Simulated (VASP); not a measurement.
# Sn, energy and pressure at two fixed cells: which settings are enough?

Sn, P-1 (no. 2), 2 atoms in the cell. AM05; PAW potentials Sn_d (PBE set). VASP 6.6.1.

Wanted: energy difference within 1 meV/atom; pressure within 0.1 GPa; forces within 0.005 eV/Å.

Second cell: the given cell, volume scaled by 1.03.

The series start from ENCUT (eV): 520; k mesh: 8 x 8 x 8; PREC and ADDGRID: Accurate; LASPH: yes; EDIFF (eV): 1e-7; ALGO and mixing: Normal; LREAL: no; GGA_COMPAT: no. Each series keeps the choices made before it, and each single choice may use up half of a tolerance. Times cover all steps of a run.

## ENCUT (eV)

| ENCUT (eV) | Energy difference (meV/atom) | Pressure (GPa) | Forces, largest deviation (eV/Å) | Time (s) |
|---|---|---|---|---|
| 300 | 9.0 | -1.93 | 0.0001 | 43 |
| 350 | 9.0 | -1.88 | 0.0002 | 43 |
| 400 | 8.9 | -1.51 | 0.0001 | 55 |
| 450 | 9.0 | -1.42 | 0.0002 | 47 |
| 520 | 9.0 | -1.48 | 0.0001 | 85 |
| 600 | 9.0 | -1.43 | 0.0001 | 82 |
| 700 | 9.0 | -1.42 | 0.0000 | 132 |
| 800 (reference) | 9.0 | -1.42 | 0.0000 | 170 |

Chosen: 600, the loosest value from which every tighter one stays within half of the tolerance.

## k mesh

| k mesh | Energy difference (meV/atom) | Pressure (GPa) | Forces, largest deviation (eV/Å) | Time (s) |
|---|---|---|---|---|
| 4 x 4 x 4 | 10.3 | -1.66 | 0.0120 | 19 |
| 6 x 6 x 6 | 9.8 | -1.55 | 0.0047 | 38 |
| 8 x 8 x 8 | 9.0 | -1.43 | 0.0053 | 82 |
| 11 x 11 x 11 | 9.2 | -1.43 | 0.0062 | 235 |
| 14 x 14 x 14 | 9.5 | -1.50 | 0.0044 | 457 |
| 18 x 18 x 18 (reference) | 9.5 | -1.50 | 0.0000 | 732 |

Chosen: 18 x 18 x 18; the next looser run is off by more than half of the tolerance, so convergence isn't shown beyond this value.

## PREC and ADDGRID

| PREC and ADDGRID | Energy difference (meV/atom) | Pressure (GPa) | Forces, largest deviation (eV/Å) | Time (s) |
|---|---|---|---|---|
| Low | 9.2 | -1.49 | 0.0056 | 470 |
| Normal | 9.5 | -1.50 | 0.0002 | 503 |
| Accurate | 9.5 | -1.50 | 0.0001 | 732 |
| Accurate, ADDGRID (reference) | 9.5 | -1.50 | 0.0000 | 732 |

Chosen: Normal.

## LASPH

| LASPH | Energy difference (meV/atom) | Pressure (GPa) | Forces, largest deviation (eV/Å) | Time (s) |
|---|---|---|---|---|
| no | 9.5 | -1.50 | 0.0001 | 512 |
| yes (reference) | 9.5 | -1.50 | 0.0000 | 503 |

Chosen: no.

## EDIFF (eV)

| EDIFF (eV) | Energy difference (meV/atom) | Pressure (GPa) | Forces, largest deviation (eV/Å) | Time (s) |
|---|---|---|---|---|
| 0.0001 | 9.5 | -1.70 | 0.0002 | 385 |
| 1e-5 | 9.5 | -1.67 | 0.0001 | 383 |
| 1e-6 | 9.5 | -1.48 | 0.0000 | 419 |
| 1e-7 | 9.5 | -1.50 | 0.0000 | 512 |
| 1e-8 (reference) | 9.5 | -1.48 | 0.0000 | 539 |

Chosen: 1e-6.

The choices weren't compared together with a run at all the tightest settings, so their joint error isn't shown.

## The input

INCAR:
```
SYSTEM = Sn
PREC = Normal
ENCUT = 600
EDIFF = 1E-6
ISMEAR = 1
SIGMA = 0.1
LREAL = .FALSE.
LASPH = .FALSE.
GGA_COMPAT = .FALSE.
ALGO = Normal
NELM = 150
ISIF = 2
LWAVE = .FALSE.
LCHARG = .FALSE.
GGA = AM
NBANDS = 21
KPAR = 2
```

KPOINTS:
```
Automatic mesh
0
Gamma
  18 18 18
  0 0 0
```

POSCAR.step1:
```
Sn
1.0
   -2.9692526501      2.9692526501      1.6151376919
    2.9692526501     -2.9692526501      1.6151376919
    2.9692526501      2.9692526501     -1.6151376919
Sn
2
Direct
    0.0000000000      0.0000000000      0.0000000000
    0.7500000000      0.2500000000      0.5000000000
```

POSCAR.step2:
```
Sn
1.0
   -2.9401404553      2.9401404553      1.5993019889
    2.9401404553     -2.9401404553      1.5993019889
    2.9401404553      2.9401404553     -1.5993019889
Sn
2
Direct
    0.0000000000      0.0000000000      0.0000000000
    0.7612234600      0.2612234600      0.5112234600
```

Commands (each step's output is kept before the next begins):
```
cat potpaw_PBE.64/Sn_d/POTCAR > POTCAR
cp POSCAR.step1 POSCAR
mpirun -np 2 vasp_std > vasp.out
rm WAVECAR CHG
cp POSCAR.step2 POSCAR
mpirun -np 2 vasp_std > vasp.out
```

Limits: One atom is displaced by 0.05 Å on purpose; pressure, forces and gap belong to that cell (POSCAR.step2), and the energy difference is that of POSCAR.step1 less this one, displacement or strain included.

The chosen input took VASP 6.6.1 419 s on 2 cores (Intel Xeon 6975P-C (Granite Rapids)), a shared host.

## An input that fails: cutoff far too low

It runs to its end, but against the unchanged starting input it is off by 79.8 meV/atom in the energy difference, 235.80 GPa in the pressure, 0.1431 eV/Å in the forces.

Changes against the starting input:
```
(all steps)
- ENCUT = 520
+ ENCUT = 150
```
